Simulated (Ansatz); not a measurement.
Ga:

```
Ga
1.0
    -1.38440    1.38440    2.31122
     1.38440   -1.38440    2.31122
     1.38440    1.38440   -2.31122
Ga
1
Direct
  0.00000 0.00000 0.00000
```

This isn't the form of Ga at room conditions, which is orthorhombic.

```yaml
Program: Ansatz 0.2.0
Task: relaxation of cell and atoms
Functional: B3LYP
Potentials_or_basis: Ansatz PAW
Cutoff: "420 eV (not typed: the program's choice for these potentials)"
k_mesh: 7 × 7 × 7
Occupations: fermi-dirac, width 0.05 eV
Spin: no spin polarisation
```

At the start: volume 17.72 Å³/atom.

**Question.** Where does the relaxation end?

**Answer.** It ends after 5 steps and the volume is 20.14 Å³/atom (+13.7 %); space group I4/mmm (No. 139, to 0.05 Å).

The path:
```tsv
step	energy change (eV)	largest force (eV/Å)	volume (Å³)
1	0.0000	0.0000	17.72
2	-0.0588	0.0000	19.69
3	-0.0601	0.0000	20.03
4	-0.0601	0.0000	20.14
5	-0.0610	0.0000	20.14
```

Final structure:
```
CELL_PARAMETERS angstrom
-1.46496 1.46496 2.34593
1.46496 -1.46496 2.34593
1.46496 1.46496 -2.34593
ATOMIC_POSITIONS crystal
Ga 0.00000 0.00000 0.00000
```

Caveat: the k mesh is coarse (spacing up to 0.46 Å⁻¹), so the values aren't converged, least of all with exact exchange; the plane-wave basis is chosen anew once the cell has moved, so the energies of steps on either side of that aren't comparable; the PAW data sets come from PBE, with cores solved anew for the run's functional, which leaves a small shift of forces and pressure.
